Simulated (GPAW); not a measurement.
Si in GPAW: convergence with convergence criteria

Input of the first run (convergence criteria density=0.001 energy=0.01 eigenstates=0.0001); the others differ in this setting and in those tied to it:

The input run.py:

```python
from ase.dft.bandgap import bandgap
from ase.io import read, write
from ase.units import GPa
from gpaw import GPAW, PW

atoms = read('POSCAR')

calc = GPAW(mode=PW(600),
            xc='PBE',
            kpts={'size': (9, 9, 9), 'gamma': True},
            occupations={'name': 'fermi-dirac', 'width': 0.05},
            nbands=11,
            convergence={'density': 0.001, 'energy': 0.01, 'eigenstates': 0.0001},
            maxiter=100,
            txt='gpaw.txt')
atoms.calc = calc
energy = atoms.get_potential_energy()
forces = atoms.get_forces()
stress = atoms.get_stress()
calc.write('gs.gpw')
write('result.traj', atoms)
print(f'Energy: {energy:.6f} eV')
print('Forces (eV/A):')
print(forces.round(4))
print('Stress (GPa):', (stress / GPa).round(3))
print('Fermi level:', round(calc.get_fermi_level(), 4), 'eV')
print(f'Gap: {bandgap(calc)[0]:.4f} eV, direct: {bandgap(calc, direct=True)[0]:.4f} eV')
```

POSCAR

```
Si
1.0
   -2.3713723045      2.3713723045      1.3292653899
    2.3713723045     -2.3713723045      1.3292653899
    2.3713723045      2.3713723045     -1.3292653899
Si
2
Direct
    0.5000000000      0.5000000000      0.0000000000
    0.2500000000      0.7500000000      0.5000000000
```

Potentials or basis: GPAW PAW data sets (gpaw-data 1.2.1), pw.

Launch:

```bash
$ OMP_NUM_THREADS=1 python run.py
```

This isn't the form of Si at room conditions, which is diamond.

Hardware: 1 thread of Arm Neoverse V1, on a shared host.

```csv
convergence criteria,"energy less the tightest run, at zero smearing (meV/atom)",SCF cycles,CPU time (s),peak memory (GiB)
density=0.001 energy=0.01 eigenstates=0.0001,0.00,6,13,0.15
default,0.00,7,17,0.15
density=1e-05 energy=1e-05,0.00,8,18,0.15
density=1e-05 forces=0.0001,0.00,9,19,0.15
density=1e-06 energy=1e-06 eigenstates=1e-10,0.00,10,22,0.15
```

Against the tightest run, the energy stays within 1 meV/atom from density=0.001 energy=0.01 eigenstates=0.0001 on. The tightest run that finished is the yardstick and may itself not be fully converged.
